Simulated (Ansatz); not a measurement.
Computed with Ansatz, DFT PBE, scalar-relativistic, plane waves, PAW. All cells share a 420 eV cutoff and Γ-centred k meshes spaced at most about 0.3 Å⁻¹ (about 0.25 or finer for metals, 2π included). No spin polarisation.

These are static total energies at zero pressure.

Compare these two cells of Mg3Zn2O3, each relaxed at this level.

A.

```yaml
crystal:
  lattice:
    - [-1.47136, 1.47136, 11.07102]
    - [1.47136, -1.47136, 11.07102]
    - [1.47136, 1.47136, -11.07102]
  atoms:
    - { symbol: Mg, position: [0.00000, 0.00000, 0.00000] }
    - { symbol: Mg, position: [0.40160, 0.40160, 0.00000] }
    - { symbol: Mg, position: [0.59840, 0.59840, 0.00000] }
    - { symbol: Zn, position: [0.78565, 0.78565, 0.00000] }
    - { symbol: Zn, position: [0.21435, 0.21435, 0.00000] }
    - { symbol: O, position: [0.90219, 0.90219, 0.00000] }
    - { symbol: O, position: [0.09781, 0.09781, 0.00000] }
    - { symbol: O, position: [0.50000, 0.50000, 0.00000] }
```

B.

```yaml
crystal:
  lattice:
    - [3.02541, 0.00000, 0.00000]
    - [-1.51271, 2.62008, 0.00000]
    - [0.00000, 0.00000, 11.76627]
  atoms:
    - { symbol: Mg, position: [0.00000, 0.00000, 0.98976] }
    - { symbol: Mg, position: [0.66667, 0.33333, 0.40853] }
    - { symbol: Mg, position: [0.33333, 0.66667, 0.19991] }
    - { symbol: Zn, position: [0.00000, 0.00000, 0.62356] }
    - { symbol: Zn, position: [0.33333, 0.66667, 0.79919] }
    - { symbol: O, position: [0.33333, 0.66667, 0.50463] }
    - { symbol: O, position: [0.66667, 0.33333, 0.09121] }
    - { symbol: O, position: [0.00000, 0.00000, 0.29920] }
```

**Question.** Which form is favoured at zero pressure, and by what margin per atom?

**Answer.** A is lower, by 52 meV/atom. A has space group I4/mmm (No. 139), 12.0 Å³/atom and no gap on its mesh; B has space group P3m1 (No. 156), 11.7 Å³/atom and a gap of 0.15 eV. Counting O atoms around Mg and Zn (those within 1.25 times the shortest such distance or 1.15 times the sum of covalent radii, 1.27 where that leaves under three; the shortest distance is added where it exceeds 1.18 times the sum of covalent radii; a slash parts the counts of unlike sites), A has Mg 5/6, Zn 1 from 2.6 Å and B has Mg 3/6, Zn 3 from 2.2 Å/1+3 from 3.5 Å. In A, Mg on a site of symmetry 4/mmm is surrounded by 6 O at 2.08–2.17 Å; Zn has 1 O at 2.58 Å, 4 Zn at 2.61 Å, 4 Zn at 2.94 Å and 4 Mg at 3.30 Å; around O on a site of symmetry 4mm lie 5 Mg at 2.08–2.17 Å and 1 Zn at 2.58 Å; 2 more sites not described. In B, Mg on its first site is surrounded by 3 O at 2.12 Å and 3 Zn at 2.84 Å; Zn on its first site is surrounded by 3 O at 2.24 Å and 3 Zn at 2.71 Å; O on its first site is surrounded by 3 Mg at 2.08 Å and 3 Zn at 2.24 Å; 5 more sites not described. Both come from invented guesses. The lowest form computed isn't among them: it has space group P4/nmm (No. 129), 11.5 Å³/atom and lies 85 meV/atom below the best shown.

Kohn–Sham gaps at this level usually fall short of measured ones. Cells relaxed within their symmetry can be saddle points. Some structure types and database cells were kept out of the candidates from the start, so a known form may be missing.
